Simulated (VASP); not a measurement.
A run of VASP 6.6.1 is set up as follows.

INCAR

```
SYSTEM = I
AGGAC = 1.0
AGGAX = 1.0
ALDAC = 0.0
ALDAX = 1.0
ALGO = Fast
AMIX = 0.1
EDIFF = 1E-7
EDIFFG = -0.01
ENCUT = 600
GGA = B5
IBRION = 2
ISIF = 3
ISMEAR = -5
LASPH = .True.
LCHARG = .False.
LNONCOLLINEAR = .True.
LORBIT = 11
LREAL = .False.
LWAVE = .False.
MAGMOM = 0.5 0 0
NELM = 80
NSW = 40
POTIM = 0.8
PREC = Accurate
SIGMA = 0.05
```

File KPOINTS:

```
k-points
0
Gamma
  7 7 7
  0 0 0
```

Contents of POSCAR:

```
I
1.0
   -2.0893754423      2.0893754423      2.0893754423
    2.0893754423     -2.0893754423      2.0893754423
    2.0893754423      2.0893754423     -2.0893754423
I
1
Direct
    0.0000000000      0.0000000000      0.0000000000
```

Potentials or basis: VASP PAW PBE potentials, release 64 (I).

Run with:

```sh
$ cat potpaw_PBE.64/I/POTCAR > POTCAR
$ mpirun -np 1 vasp_ncl > vasp.out
```

(1) What does it give for the net moment?

(2) What does it give for the space group after relaxing (to 0.05 Å)?

(3) What does it give for the band gap on the k mesh?

(4) Estimate the relaxed cell.

Answers

(1) 0.16 μB per cell.

(2) Im-3m (No. 229).

(3) none (metal or under the smearing width).

(4) a = 3.789 Å, b = 3.789 Å, c = 3.789 Å, α = 109.85°, β = 109.28°, γ = 109.28°.
